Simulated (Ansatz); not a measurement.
# Two Ansatz runs on Pb

The geometry is COD entry 1537623, unchecked; take it as a test cell. The listed cell was then made from it by scaling, straining or moving an atom.

First run: DFT, r2SCAN, PAW with Ansatz's default frozen-core files, scalar-relativistic (Ansatz 0.2.0).

Command: `ansatz run input.yaml --threads 1 --pin off --max-ram 2048MiB --backend cpu --events-out ev --progress --plain --runs-dir out` The run took 2.3 min on 1 thread of Arm Neoverse V2, on a shared host.

```yaml
crystal:
  lattice:
    - [3.48, 0.0, 0.0]
    - [-1.74, 3.0137684052, 0.0]
    - [0.0, 0.0, 5.59]
  atoms:
    - { symbol: Pb, position: [0.3412285433, 0.6409937167, 0.25088741] }
    - { symbol: Pb, position: [0.6583243567, 0.3297717233, 0.77050213] }
kpoints:
  mp_grid: { grid: [7, 7, 4] }
scf:
  occupations: { method: fermi_dirac, width: 0.05 }
hamiltonian:
  xc: r2scan
  pseudopotentials: { kind: paw }
output:
  forces: true
  stress: true
  efg: { contact_densities: true }
  write_density: true
  write_potential: true
  elf: true
  volumetric_format: npy
relax:
  f_tol: 0.01
  max_steps: 80
  cell: {}
```

Result: converged; relaxed volume 30.831 Å³/atom; 72 SCF iterations in all.

Spin–orbit coupling is left out, though it moves levels of the heavy atoms by tenths of an eV or more.

A second input differs as follows:

```diff
@@ -11,6 +11,7 @@
 scf:
   occupations: { method: fermi_dirac, width: 0.05 }
+  max_iter: 100
 hamiltonian:
-  xc: r2scan
+  xc: pbe96
   pseudopotentials: { kind: paw }
 output:
@@ -18,8 +19,4 @@
   stress: true
   efg: { contact_densities: true }
-  write_density: true
-  write_potential: true
-  elf: true
-  volumetric_format: npy
 relax:
   f_tol: 0.01
```

Q: What is wrong with it, and what does the program do?

A: The fault is an unknown functional. The run refused before any iteration. The log ends:
```
Error: YAML parse error: error: line 15 column 7: hamiltonian.xc: unknown variant `pbe96`, expected one of `lda`, `lda-pw`, `pw92`, `pbe`, `pbesol`, `rpbe`, `revpbe`, `blyp`, `pbe0`, `revpbe0`, `b3lyp`, `b3lyp5`, `hse06`, `wpbeh`, `hiss`, `lc_wpbe`, `cam_b3lyp`, `hf`, `r2scan`, `r2scanh`, `r2scan0`, `r2scan50`, `mr2scan`
  --> <input>:15:7
   |
13 |   max_iter: 100
14 | hamiltonian:
15 |   xc: pbe96
   |       ^ hamiltonian.xc: unknown variant `pbe96`, expected one of `lda`, `lda-pw`, `pw92`, `pbe`, `pbesol`, `rpbe`, `revpbe`, `blyp`, `pbe0`, `revpbe0`, `b3lyp`, `b3lyp5`, `hse06`, `wpbeh`, `hiss`, `lc_wpbe`, `cam_b3lyp`, `hf`, `r2scan`, `r2scanh`, `r2scan0`, `r2scan50`, `mr2scan`
16 |   pseudopotentials: { kind: paw }
17 | output:
   |
```
